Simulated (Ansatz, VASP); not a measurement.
# Two plane-wave programs on SiC

The input INCAR:

```
SYSTEM = SiC
PREC = Accurate
ENCUT = 520
EDIFF = 1E-6
ISMEAR = 0
SIGMA = 0.05
LREAL = .FALSE.
LASPH = .TRUE.
NELM = 80
ALGO = Normal
ISIF = 2
LWAVE = .FALSE.
LCHARG = .FALSE.
GGA = PE
NBANDS = 11
```

File KPOINTS:

```
regular mesh
0
G
  12 12 12
  0 0 0
```

The input POSCAR:

```
SiC
1.0
    0.0407625000      2.1740000000      2.1740000000
    2.2147625000      0.0000000000      2.2147625000
    2.1740000000      2.1740000000      0.0407625000
Si C
1 1
Direct
    0.0000000000      0.0000000000      0.0000000000
    0.7500000000      0.7500000000      0.7500000000
```

Input for Ansatz:

```yaml
crystal:
  lattice:
    - [0.0407625, 2.174, 2.174]
    - [2.2147625, 0.0, 2.2147625]
    - [2.174, 2.174, 0.0407625]
  atoms:
    - { symbol: Si, position: [0.0, 0.0, 0.0] }
    - { symbol: C, position: [0.75, 0.75, 0.75] }
basis:
  ecutwfc: 420
kpoints:
  mp_grid: { grid: [12, 12, 12] }
hamiltonian:
  xc: pbe
scf:
  occupations: { method: gaussian, width: 0.05 }
output:
  forces: true
  stress: true
  eigenvalues: true
  write_density: true
  write_potential: true
  elf: true
  volumetric_format: npy
```

Change from the starting cell: strain +0.0375 x Voigt [0, 0, 0, 0, 1, 0], atoms carried along.

Alike in both runs: task single point; functional PBE; k mesh 12 × 12 × 12; occupations gaussian, width 0.05 eV; no spin polarisation.

|  | VASP | Ansatz |
| --- | --- | --- |
| version | VASP 6.6.1 | Ansatz 0.2.0 |
| potentials or method | VASP PAW PBE potentials, release 64 (Si, C) | scalar-relativistic, plane waves, PAW |
| plane-wave cutoff (eV) | 520 | 420 |
| valence electrons in the cell | 8 | 8 |

```csv
,VASP,Ansatz,Ansatz less VASP
gap on the k mesh at the Fermi level (eV),1.18,1.19,+0.004
least direct gap on the mesh (eV),4.20,4.20,+0.005
pressure (GPa),5.2,5.3,+0.06
largest component of the traceless stress (GPa),10.51,10.47,-0.041
rms of the force components (eV/Å),0.190,0.190,+0.0003
```

Atom by atom the forces differ by 0.000 eV/Å (rms over components).

A k mesh can miss the band edges.
